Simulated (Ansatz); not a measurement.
# Si2W (P-3m1)

Computed with Ansatz, DFT PBE, scalar-relativistic, plane waves, PAW.

Cutoff 420 eV; k points 18×18×8 on the computed 3-atom cell (Γ-centred); Gaussian smearing, width 0.10 eV; no spin polarisation.

The structure is relaxed at this level of theory with its symmetry kept, and needn't be the ground state of this composition.

```cif
data_structure
_symmetry_space_group_name_H-M 'P-3m1'
_symmetry_Int_Tables_number 164
_cell_length_a 2.9524
_cell_length_b 2.9524
_cell_length_c 5.8535
_cell_angle_alpha 90.000
_cell_angle_beta 90.000
_cell_angle_gamma 120.000
_cell_volume 44.19
loop_
_atom_site_label
_atom_site_type_symbol
_atom_site_symmetry_multiplicity
_atom_site_Wyckoff_symbol
_atom_site_fract_x
_atom_site_fract_y
_atom_site_fract_z
_atom_site_occupancy
Si1 Si 2 d 0.66667 0.33333 0.66964 1
W1 W 1 a 0.00000 0.00000 0.00000 1
```

Task: Formation energy from the elements' standard states (uncorrected)?

Result: +0.108 eV/atom.

Task: Kohn–Sham band gap?

Result: none (metal).

Task: Density of states at the Fermi level?

Result: 1.3 states/eV per cell.

Task: Orbital (Löwdin) character within 0.5 eV of the Fermi level?

Result: W 5d 61 %, Si 3p 28 %.

Task: Bader charge by site (e)?

Result: Si (2 in the cell) -0.07, W (1 in the cell) 0.13.

Spin-orbit coupling is left out, which matters for the bands of heavy elements.

The cell was found from a structure generator's guess, not taken from experiment. Löwdin shares on free-atom orbitals overweight diffuse shells.
